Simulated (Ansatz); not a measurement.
A relaxation computed with Ansatz, from input to last step.

```yaml
crystal:
  lattice:
    - [2.8737913808, 0.0, 0.0]
    - [-1.4368956904, 2.4887763409, 0.0]
    - [0.0, 0.0, 2.8261993453]
  atoms:
    - { symbol: Ta, position: [0.3333333333, 0.6666666667, 0.5] }
    - { symbol: "N", position: [0.0, 0.0, 0.0] }
basis:
  ecutwfc: 420
kpoints:
  mp_grid: { grid: [18, 18, 14] }
hamiltonian:
  xc: pbesol
scf:
  occupations: { method: gaussian, width: 0.1 }
output:
  forces: true
  stress: true
  eigenvalues: true
relax:
  adjacent_minimum: "off"
  f_tol: 0.008
  max_steps: 50
  cell: { stress_tol: 0.08, p_target: 20.0 }
```

```bash
ansatz run input.yaml --threads 1 --pin off --max-ram 2560MiB --backend cpu --events-out ev --progress --plain --runs-dir out
```

Method: DFT PBEsol, scalar-relativistic, plane waves, PAW (Ansatz 0.2.0).

Of 4 frames 3 are shown, positions in Å and forces in eV/Å; the SCF threshold varies from step to step. Steps run on the plane waves of an earlier cell, with a Pulay correction in the pressure. The basis is chosen afresh for the last frame, the zero of the energies, and at times for earlier ones too; energy and pressure step there, also at an unchanged geometry. The relaxation lowers the enthalpy F + PV at the target pressure, so the free energy itself can rise. The mark taken_back stands on steps that the optimiser undid.

```xyz
2
Lattice="2.8738 0.0000 0.0000 -1.4369 2.4888 0.0000 0.0000 0.0000 2.8262" Properties=species:S:1:pos:R:3:forces:R:3 pbc="T T T" step=1 free_energy_over_end_meV_per_atom=0.92 pressure_GPa=20.33
Ta    0.0000    1.6592    1.4131    0.0000    0.0000    0.0000
N     0.0000    0.0000    0.0000    0.0000    0.0000    0.0000
2
Lattice="2.8699 0.0000 0.0000 -1.4349 2.4854 0.0000 0.0000 0.0000 2.8346" Properties=species:S:1:pos:R:3:forces:R:3 pbc="T T T" step=2 free_energy_over_end_meV_per_atom=0.71 pressure_GPa=20.09 taken_back
Ta    0.0000    1.6569    1.4173    0.0000    0.0000    0.0000
N     0.0000    0.0000    0.0000    0.0000    0.0000    0.0000
2
Lattice="2.8730 0.0000 0.0000 -1.4365 2.4881 0.0000 0.0000 0.0000 2.8297" Properties=species:S:1:pos:R:3:forces:R:3 pbc="T T T" step=4 free_energy_over_end_meV_per_atom=0.00 pressure_GPa=19.97
Ta    0.0000    1.6587    1.4149    0.0000    0.0000    0.0000
N     0.0000    0.0000    0.0000    0.0000    0.0000    0.0000
```

It took 30 s on 1 thread of Arm Neoverse V2, on a shared host, peak memory 0.39 GiB.

Spin–orbit coupling is left out, which can shift energies with elements as heavy as these.